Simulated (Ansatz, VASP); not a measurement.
BN: VASP beside Ansatz

```
B N
1.0
     2.15403    0.00000    0.00000
     0.00000    2.15403    0.00000
     0.00000    0.00000    2.15403
B N
1 1
Direct
  0.00000 0.00000 0.00000
  0.50000 0.50000 0.50000
```

Change from the starting cell: volume scaled by 0.8, PAW files.

Alike in both runs: task single point; functional PBE; k mesh 14 × 14 × 14; occupations fermi-dirac, width 0.05 eV; no spin polarisation.

|  | VASP | Ansatz |
| --- | --- | --- |
| version | VASP 6.6.1 | Ansatz 0.2.0 |
| potentials or method | VASP PAW PBE potentials, release 64 (B, N) | PAW with Ansatz's default frozen-core files, scalar-relativistic |
| plane-wave cutoff (eV) | 520 | 420 |
| valence electrons in the cell | 8 | 8 |

Ansatz gave:

- pressure (GPa): 85.6

Q: What did VASP give for the same quantities?

A: Pressure (GPa): 85.5.

With one functional, cell and mesh, what is left measures potentials, basis and numerics.

Caveats: the cell as given lies far from equilibrium; so large a pressure means that the cell lies far from this level's equilibrium, or that cutoff or potentials fall short (VASP).
